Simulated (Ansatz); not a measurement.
# InAs in Ansatz: the effect of exact exchange

The system is InAs.

```xyz
2
Lattice="0.0000 3.0180 3.0180 3.0180 0.0000 3.0180 3.0180 3.0180 0.0000" Properties=species:S:1:pos:R:3 pbc="T T T"
In    0.0000    0.0000    0.0000
As    4.5270    4.5270    4.5270
```

Alike in all runs:

* Program: Ansatz 0.2.0
* Task: single point
* Functional: HSE(alpha, omega)
* Potentials or basis: all-electron PAW datasets made for the crystal
* Cutoff: 340 eV (chosen from the basis error)
* k mesh: 4 × 4 × 4
* Occupations: fermi-dirac, width 0.05 eV
* Spin: no spin polarisation

```csv
exact exchange,gap on the mesh (eV),pressure (GPa)
0.05,none,4.4
0.1,0.11,3.8
0.15,0.29,3.2
0.2,0.46,2.8
0.25,0.64,2.4
0.3,?,?
0.4,1.19,1.4
0.5,1.58,0.7
```

Q: What does the run with exact exchange 0.3 give?

A: gap on the mesh 0.82 eV; pressure 2.1 GPa.

Worked out: A parabola through the other rows of the pressure, of slope -7.61 GPa per unit of exact exchange there, gives 2.0 GPa, against the run's 2.1.

Caveats: all runs use coarse meshes; spin-orbit coupling is left out, which moves the levels of the heavy elements (some runs); the program warned that the printed levels may be off, so bands, gaps and densities of states are rough (some runs); the k mesh is thin for a metal, which can move the energy by tens of meV per atom (some runs).

A gap of «none» marks a metal or a gap under the smearing width.

Runs at the PBE level aren't shown here.
